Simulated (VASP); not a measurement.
# GaAs from a squeezed to a stretched cell

Aim: follow GaAs from a squeezed to a stretched cell. The starting structure is a measured crystal structure from the Crystallography Open Database. All runs use LDA. The equilibrium cell comes from relaxations that aren't shown. At each volume, shape and positions are relaxed as far as symmetry leaves them free.

Main program and level: VASP 6.6.1; Kohn-Sham DFT with plane waves and PAW; LDA.

### Step 1. The structure

It takes space group F-43m (No. 216, cubic). The conventional cell has a = 5.654 Å, b = 5.654 Å, c = 5.654 Å, α = 90.00°, β = 90.00°, γ = 90.00°. Nearest to As lie 4 Ga at 2.45 Å. Ga has 4 As at 2.45 Å nearest. Farther neighbours are not listed.

### Step 2. Relaxation at the equilibrium volume

File INCAR:

```
SYSTEM = GaAs
PREC = Accurate
ENCUT = 500
EDIFF = 1E-07
NELM = 100
ISMEAR = 0
SIGMA = 0.03
LREAL = .FALSE.
ALGO = Normal
GGA = CA
NBANDS = 15
LORBIT = 11
LWAVE = .FALSE.
LCHARG = .FALSE.
KPAR = 4
IBRION = 2
NSW = 50
ISIF = 4
EDIFFG = -0.003
```

File POSCAR:

```
GaAs
1.0
    0.0000000000      2.8051258355      2.8051258355
    2.8051258355      0.0000000000      2.8051258355
    2.8051258355      2.8051258355      0.0000000000
As Ga
1 1
Direct
    0.7500000000      0.7500000000      0.7500000000
    0.0000000000      0.0000000000      0.0000000000
```

File KPOINTS:

```
Automatic mesh
0
Gamma
6 6 6
0 0 0
```

The projector-augmented-wave data sets are As and Ga_d (LDA family, release 64).

Run with:

```sh
$ mpirun -np 4 vasp_std
```

Log:

```text
[banner, memory and clock lines left out]
running    4 mpi-ranks, on    1 nodes
 distrk:  each k-point on    1 cores,    4 groups
 distr:  one band on    1 cores,    1 groups

 POSCAR found type information on POSCAR AsGa
 POSCAR found :  2 types and       2 ions
 LDA part: xc-table for (Slater(with rela. corr.)+CA(PZ))
 , standard interpolation
 POSCAR, INCAR and KPOINTS ok, starting setup
 FFT: planning ... GRIDC
 FFT: planning ... GRID_SOFT
 FFT: planning ... GRID
 WAVECAR not read
 entering main loop
       N       E                     dE             d eps       ncg     rms          rms(c)
DAV:   1     0.797226627425E+02    0.79723E+02   -0.88267E+03   480   0.159E+03
DAV:   2    -0.337948430162E+01   -0.83102E+02   -0.79497E+02   536   0.310E+02
DAV:   3    -0.975238141440E+01   -0.63729E+01   -0.63471E+01   571   0.688E+01
DAV:   4    -0.985392665128E+01   -0.10155E+00   -0.10151E+00   601   0.969E+00
DAV:   5    -0.985532141055E+01   -0.13948E-02   -0.13946E-02   571   0.997E-01    0.307E+00
DAV:   6    -0.966195112192E+01    0.19337E+00   -0.23350E-01   755   0.892E+00    0.180E+00
DAV:   7    -0.961824178321E+01    0.43709E-01   -0.68689E-02   681   0.204E+00    0.526E-01
DAV:   8    -0.961497367937E+01    0.32681E-02   -0.94224E-03   606   0.112E+00    0.109E-01
DAV:   9    -0.961494601116E+01    0.27668E-04   -0.72921E-04   614   0.348E-01    0.423E-02
DAV:  10    -0.961495190396E+01   -0.58928E-05   -0.42310E-05   727   0.713E-02    0.224E-02
DAV:  11    -0.961495704559E+01   -0.51416E-05   -0.70285E-06   564   0.421E-02    0.256E-03
DAV:  12    -0.961495692240E+01    0.12318E-06   -0.52015E-07   613   0.107E-02    0.198E-03
DAV:  13    -0.961495692408E+01   -0.16780E-08   -0.74625E-08   408   0.233E-03
   1 F= -.96149569E+01 E0= -.96149569E+01  d E =-.961496E+01
 curvature:   0.00 expect dE= 0.000E+00 dE for cont linesearch  0.000E+00
 trial: gam= 0.00000 g(F)=  0.128E-45 g(S)=  0.588E-33 ort = 0.000E+00 (trialstep = 0.100E+01)
 search vector abs. value=  0.100E-09
 reached required accuracy - stopping structural energy minimisation
```

The job ended after 4.2 s (4 MPI ranks of Intel Xeon 6975P-C (Granite Rapids), shared host; peak memory 0.57 GiB).

Lines that name or quote the potential files are left out of all logs, and their timing lines are given in words.

OUTCAR, selected parts (step 2):

```text
ion  position               nearest neighbor table
   1  0.750  0.750  0.750-   2 2.43   2 2.43   2 2.43   2 2.43
   2  0.000  0.000  0.000-   1 2.43   1 2.43   1 2.43   1 2.43

  LATTYP: Found a face centered cubic cell.
 ALAT       =     5.6102516710

 Subroutine GETGRP returns: Found 24 space group operations
 (whereof 24 operations were pure point group operations)

The static configuration has the point symmetry T_d .

 Found     16 irreducible k-points:

   k-points           NKPTS =     16   k-points in BZ     NKDIM =     16   number of bands    NBANDS=     15

   dimension x,y,z NGX =    30 NGY =   30 NGZ =   30
   dimension x,y,z NGXF=    60 NGYF=   60 NGZF=   60

   ENCUT  =  500.0 eV  36.75 Ry    6.06 a.u.   7.23  7.23  7.23*2*pi/ulx,y,z

   NELECT =      18.0000    total number of electrons

 k-points in reciprocal lattice and weights: Automatic mesh
   0.00000000  0.00000000  0.00000000       0.005
   0.16666667  0.00000000  0.00000000       0.037
   0.33333333  0.00000000  0.00000000       0.037
   0.50000000  0.00000000  0.00000000       0.019
   0.16666667  0.16666667  0.00000000       0.028
   0.33333333  0.16666667  0.00000000       0.111
   0.50000000  0.16666667  0.00000000       0.111
  -0.33333333  0.16666667  0.00000000       0.111
  -0.16666667  0.16666667  0.00000000       0.056
[...]
-0.33333333  0.33333333  0.16666667       0.111
  -0.33333333  0.50000000  0.16666667       0.056

 average (electrostatic) potential at core
       1 -53.5636       2 -67.3340

 E-fermi :   4.1655

 k-point     1 :       0.0000    0.0000    0.0000
  band No.  band energies     occupation
    ...
      5     -10.8671      2.00000
      6      -8.8997      2.00000
      7       4.0343      2.00000
      8       4.0343      2.00000
      9       4.0343      2.00000
     10       4.5372      0.00000
     11       7.7058      0.00000
     12       7.7058      0.00000
     13       7.7058      0.00000
     14      11.4439      0.00000
    ...

 k-point     2 :       0.1667    0.0000    0.0000
  band No.  band energies     occupation
    ...
      5     -10.8673      2.00000
      6      -8.5689      2.00000
      7       1.2550      2.00000
      8       3.6361      2.00000
      9       3.6361      2.00000
     10       5.6307      0.00000
     11       8.2695      0.00000
     12       8.2695      0.00000
     13       8.6799      0.00000
     14      12.8396      0.00000
    ...

 k-point     3 :       0.3333    0.0000    0.0000
  band No.  band energies     occupation
    ...
      5     -10.8654      2.00000
      6      -7.7106      2.00000
      7      -1.4836      2.00000
      8       3.0716      2.00000
      9       3.0716      2.00000
     10       5.1792      0.00000
     11       8.6857      0.00000
     12       8.6857      0.00000
     13      11.2366      0.00000
     14      12.6536      0.00000
    ...

  Total       -0.0008872     -0.0008872     -0.0008872     -0.0000000      0.0000000     -0.0000000
  in kB       -0.0321989     -0.0321989     -0.0321989     -0.0000000      0.0000000     -0.0000000
  external PRESSURE =      -0.0321989 kB  Pullay stress =       0.0000000 kB

  energy-cutoff  :      500.00
  volume of cell :       44.15
      direct lattice vectors                 reciprocal lattice vectors
     0.000000000  2.805125836  2.805125836    -0.178245123  0.178245123  0.178245123
     2.805125836  0.000000000  2.805125836     0.178245123 -0.178245123  0.178245123
     2.805125836  2.805125836  0.000000000     0.178245123  0.178245123 -0.178245123

 POSITION                                       TOTAL-FORCE (eV/Angst)
 -----------------------------------------------------------------------------------
      4.20769      4.20769      4.20769        -0.000000     -0.000000     -0.000000
      0.00000      0.00000      0.00000         0.000000      0.000000      0.000000
 -----------------------------------------------------------------------------------
    total drift:                                0.000001      0.000001      0.000000

  FREE ENERGIE OF THE ION-ELECTRON SYSTEM (eV)
  ---------------------------------------------------
  free  energy   TOTEN  =        -9.6149569241 eV

  energy  without entropy=       -9.6149569241  energy(sigma->0) =       -9.61495692

 reached required accuracy - stopping structural energy minimisation

 total charge
# of ion       s       p       d       tot
------------------------------------------
    1        1.212   1.617   0.032   2.862
    2        0.890   0.832   9.998  11.720
--------------------------------------------------
tot          2.103   2.448  10.030  14.582

[... 3 further parts left out ...]
```

CONTCAR:

```
GaAs
   1.00000000000000
     0.0000000000000000    2.8051258355000002    2.8051258355000002
     2.8051258355000002    0.0000000000000000    2.8051258355000002
     2.8051258355000002    2.8051258355000002    0.0000000000000000
  As              Ga
     1     1
Direct
     0.7500000000000000    0.7500000000000000    0.7500000000000000
     0.0000000000000000    0.0000000000000000    0.0000000000000000
```

The run keeps the 24 symmetry operations of its start, so it cannot find a distortion of lower symmetry.

The equilibrium volume: 22.073 Å³ an atom and a pressure of 0.00 GPa, and 0.503 eV of gap on the mesh. Further runs on this cell, not shown, give the modes T2 269.7 cm⁻¹.

### Step 3. Relaxation at 0.96 of the equilibrium volume

INCAR is that of step 2.

File POSCAR:

```
GaAs
1.0
    0.0000000000      2.7672140822      2.7672140822
    2.7672140822      0.0000000000      2.7672140822
    2.7672140822      2.7672140822      0.0000000000
As Ga
1 1
Direct
    0.7500000000      0.7500000000      0.7500000000
    0.0000000000      0.0000000000      0.0000000000
```

KPOINTS is that of step 2.

Run with:

```sh
$ mpirun -np 4 vasp_std
```

Log:

```text
[... set-up lines as in an earlier step ...]
 entering main loop
       N       E                     dE             d eps       ncg     rms          rms(c)
DAV:   1     0.774379411116E+02    0.77438E+02   -0.89022E+03   504   0.163E+03
DAV:   2    -0.372166570022E+01   -0.81160E+02   -0.77792E+02   529   0.308E+02
DAV:   3    -0.975782881179E+01   -0.60362E+01   -0.60103E+01   606   0.679E+01
DAV:   4    -0.985154061391E+01   -0.93712E-01   -0.93693E-01   551   0.915E+00
[...]
DAV:  11    -0.959703258571E+01   -0.49313E-05   -0.73617E-06   571   0.428E-02    0.303E-03
DAV:  12    -0.959703244851E+01    0.13720E-06   -0.58258E-07   631   0.118E-02    0.223E-03
DAV:  13    -0.959703244920E+01   -0.69576E-09   -0.73253E-08   408   0.251E-03
   1 F= -.95970324E+01 E0= -.95970324E+01  d E =-.959703E+01
[...]
reached required accuracy - stopping structural energy minimisation
```

The job ended after 3.8 s (4 MPI ranks; peak memory 0.55 GiB; 12 s of CPU time).

Parts of OUTCAR (step 3):

```text
  Total        0.8882168      0.8882168      0.8882168      0.0000000     -0.0000000      0.0000000
  in kB       33.5792730     33.5792730     33.5792730      0.0000000     -0.0000000      0.0000000
  external PRESSURE =      33.5792730 kB  Pullay stress =       0.0000000 kB

 POSITION                                       TOTAL-FORCE (eV/Angst)
 -----------------------------------------------------------------------------------
      4.15082      4.15082      4.15082         0.000000      0.000000      0.000000
      0.00000      0.00000      0.00000        -0.000000     -0.000000     -0.000000
 -----------------------------------------------------------------------------------
    total drift:                                0.000000      0.000000      0.000000

  FREE ENERGIE OF THE ION-ELECTRON SYSTEM (eV)
  ---------------------------------------------------
  free  energy   TOTEN  =        -9.5970324492 eV

  energy  without entropy=       -9.5970324492  energy(sigma->0) =       -9.59703245

[... 2 parts as in an earlier step ...]

[... 2 further parts left out ...]
[key lines of the parts left out:]
E-fermi :   4.6373
```

0.96 of the equilibrium volume: 21.190 Å³ an atom and a pressure of 3.36 GPa, and 0.819 eV of gap on the mesh. Further runs on this cell, not shown, give the modes T2 283.1 cm⁻¹.

### Step 4. Relaxation at 1.04 of the equilibrium volume

INCAR is that of step 3.

File POSCAR:

```
GaAs
1.0
    0.0000000000      2.8420396191      2.8420396191
    2.8420396191      0.0000000000      2.8420396191
    2.8420396191      2.8420396191      0.0000000000
As Ga
1 1
Direct
    0.7500000000      0.7500000000      0.7500000000
    0.0000000000      0.0000000000      0.0000000000
```

KPOINTS is that of step 3.

Run with:

```sh
$ mpirun -np 4 vasp_std
```

Log:

```text
[... set-up lines as in an earlier step ...]
 entering main loop
       N       E                     dE             d eps       ncg     rms          rms(c)
DAV:   1     0.815383130312E+02    0.81538E+02   -0.91965E+03   487   0.156E+03
DAV:   2    -0.335060209447E+01   -0.84889E+02   -0.81223E+02   550   0.321E+02
DAV:   3    -0.972899697114E+01   -0.63784E+01   -0.63535E+01   578   0.690E+01
DAV:   4    -0.982503905648E+01   -0.96042E-01   -0.96026E-01   586   0.961E+00
[...]
DAV:  11    -0.959969682975E+01   -0.53137E-05   -0.70407E-06   585   0.425E-02    0.215E-03
DAV:  12    -0.959969670919E+01    0.12055E-06   -0.48288E-07   606   0.993E-03    0.176E-03
DAV:  13    -0.959969671138E+01   -0.21837E-08   -0.78715E-08   429   0.223E-03
   1 F= -.95996967E+01 E0= -.95996967E+01  d E =-.959970E+01
[...]
reached required accuracy - stopping structural energy minimisation
```

Elapsed: 5 s, on 4 MPI ranks; peak memory 0.57 GiB.

OUTCAR, selected parts (step 4):

```text
  Total       -0.7687206     -0.7687206     -0.7687206      0.0000000      0.0000000      0.0000000
  in kB      -26.8261731    -26.8261731    -26.8261731      0.0000000      0.0000000      0.0000000
  external PRESSURE =     -26.8261731 kB  Pullay stress =       0.0000000 kB

 POSITION                                       TOTAL-FORCE (eV/Angst)
 -----------------------------------------------------------------------------------
      4.26306      4.26306      4.26306         0.000000      0.000000      0.000000
      0.00000      0.00000      0.00000        -0.000000      0.000000     -0.000000
 -----------------------------------------------------------------------------------
    total drift:                                0.000000      0.000000      0.000000

  FREE ENERGIE OF THE ION-ELECTRON SYSTEM (eV)
  ---------------------------------------------------
  free  energy   TOTEN  =        -9.5996967114 eV

  energy  without entropy=       -9.5996967097  energy(sigma->0) =       -9.59969671

[... 2 parts as in an earlier step ...]

[... 2 further parts left out ...]
[key lines of the parts left out:]
E-fermi :   3.7649
```

1.04 of the equilibrium volume: 22.956 Å³ an atom and a pressure of -2.68 GPa, and 0.208 eV of gap on the mesh. Further runs on this cell, not shown, give the modes T2 256.1 cm⁻¹.

### Step 5. Relaxation at 0.92 of the equilibrium volume

INCAR is that of step 4.

File POSCAR:

```
GaAs
1.0
    0.0000000000      2.7282340437      2.7282340437
    2.7282340437      0.0000000000      2.7282340437
    2.7282340437      2.7282340437      0.0000000000
As Ga
1 1
Direct
    0.7500000000      0.7500000000      0.7500000000
    0.0000000000      0.0000000000      0.0000000000
```

KPOINTS is that of step 4.

Run with:

```sh
$ mpirun -np 4 vasp_std
```

Log:

```text
[... set-up lines as in an earlier step ...]
 entering main loop
       N       E                     dE             d eps       ncg     rms          rms(c)
DAV:   1     0.816514971890E+02    0.81651E+02   -0.87348E+03   480   0.163E+03
DAV:   2    -0.333286604992E+01   -0.84984E+02   -0.81203E+02   529   0.317E+02
DAV:   3    -0.971503665325E+01   -0.63822E+01   -0.63584E+01   578   0.698E+01
DAV:   4    -0.980991404234E+01   -0.94877E-01   -0.94817E-01   614   0.916E+00
[...]
DAV:  11    -0.953759983115E+01   -0.46662E-05   -0.77992E-06   571   0.435E-02    0.361E-03
DAV:  12    -0.953759967881E+01    0.15234E-06   -0.63984E-07   640   0.126E-02    0.257E-03
DAV:  13    -0.953759967812E+01    0.69213E-09   -0.70686E-08   422   0.265E-03
   1 F= -.95375997E+01 E0= -.95375997E+01  d E =-.953760E+01
[...]
reached required accuracy - stopping structural energy minimisation
```

Run time: 2.8 s. Hardware: 4 MPI ranks; peak memory 0.53 GiB.

Parts of OUTCAR (step 5):

```text
  Total        1.9162990      1.9162990      1.9162990      0.0000000      0.0000000      0.0000000
  in kB       75.5960318     75.5960318     75.5960318      0.0000000      0.0000000      0.0000000
  external PRESSURE =      75.5960318 kB  Pullay stress =       0.0000000 kB

 POSITION                                       TOTAL-FORCE (eV/Angst)
 -----------------------------------------------------------------------------------
      4.09235      4.09235      4.09235        -0.000000      0.000000      0.000000
      0.00000      0.00000      0.00000         0.000000     -0.000000     -0.000000
 -----------------------------------------------------------------------------------
    total drift:                               -0.000001     -0.000001     -0.000001

  FREE ENERGIE OF THE ION-ELECTRON SYSTEM (eV)
  ---------------------------------------------------
  free  energy   TOTEN  =        -9.5375996781 eV

  energy  without entropy=       -9.5375996781  energy(sigma->0) =       -9.53759968

[... 2 parts as in an earlier step ...]

[... 2 further parts left out ...]
[key lines of the parts left out:]
E-fermi :   5.0385
```

0.92 of the equilibrium volume: 20.307 Å³ an atom and a pressure of 7.56 GPa, and 1.122 eV of gap on the mesh. Further runs on this cell, not shown, give the modes T2 298.0 cm⁻¹.

### Step 6. Relaxation at 0.98 of the equilibrium volume

INCAR is that of step 5.

File POSCAR:

```
GaAs
1.0
    0.0000000000      2.7862989203      2.7862989203
    2.7862989203      0.0000000000      2.7862989203
    2.7862989203      2.7862989203      0.0000000000
As Ga
1 1
Direct
    0.7500000000      0.7500000000      0.7500000000
    0.0000000000      0.0000000000      0.0000000000
```

KPOINTS is that of step 5.

Run with:

```sh
$ mpirun -np 4 vasp_std
```

Log:

```text
[... set-up lines as in an earlier step ...]
 entering main loop
       N       E                     dE             d eps       ncg     rms          rms(c)
DAV:   1     0.804343861321E+02    0.80434E+02   -0.88035E+03   480   0.163E+03
DAV:   2    -0.373196281247E+01   -0.84166E+02   -0.81122E+02   550   0.304E+02
DAV:   3    -0.975478937223E+01   -0.60228E+01   -0.60018E+01   550   0.666E+01
DAV:   4    -0.985694775804E+01   -0.10216E+00   -0.10212E+00   600   0.977E+00
[...]
DAV:  11    -0.961062401888E+01   -0.50560E-05   -0.72367E-06   579   0.429E-02    0.283E-03
DAV:  12    -0.961062388233E+01    0.13655E-06   -0.56498E-07   630   0.114E-02    0.212E-03
DAV:  13    -0.961062388370E+01   -0.13697E-08   -0.75876E-08   415   0.244E-03
   1 F= -.96106239E+01 E0= -.96106239E+01  d E =-.961062E+01
[...]
reached required accuracy - stopping structural energy minimisation
```

Run time: 3.8 s. Hardware: 4 MPI ranks; peak memory 0.56 GiB.

Parts of OUTCAR (step 6):

```text
  Total        0.4273469      0.4273469      0.4273469      0.0000000      0.0000000      0.0000000
  in kB       15.8262497     15.8262497     15.8262497      0.0000000      0.0000000      0.0000000
  external PRESSURE =      15.8262497 kB  Pullay stress =       0.0000000 kB

 POSITION                                       TOTAL-FORCE (eV/Angst)
 -----------------------------------------------------------------------------------
      4.17945      4.17945      4.17945        -0.000000     -0.000000     -0.000000
      0.00000      0.00000      0.00000         0.000000      0.000000      0.000000
 -----------------------------------------------------------------------------------
    total drift:                                0.000000      0.000000      0.000000

  FREE ENERGIE OF THE ION-ELECTRON SYSTEM (eV)
  ---------------------------------------------------
  free  energy   TOTEN  =        -9.6106238837 eV

  energy  without entropy=       -9.6106238837  energy(sigma->0) =       -9.61062388

[... 2 parts as in an earlier step ...]

[... 2 further parts left out ...]
[key lines of the parts left out:]
E-fermi :   4.3923
```

0.98 of the equilibrium volume: 21.631 Å³ an atom and a pressure of 1.58 GPa, and 0.658 eV of gap on the mesh. Further runs on this cell, not shown, give the modes T2 276.2 cm⁻¹.

(Continued in part 2 of 2.)

[Lines on the potential files, build, host, timing and source positions are cut from VASP's logs without a mark.]

[Logs are printed without paths, hosts, clocks, repeated set-up lines and the standing remarks that a program may print on its own settings, such as how far it seeks lower states.]

[Hosts, paths, dates, database ids (printed as entryN), source tags and the programs' standing remarks are cut or masked in the printed files.]
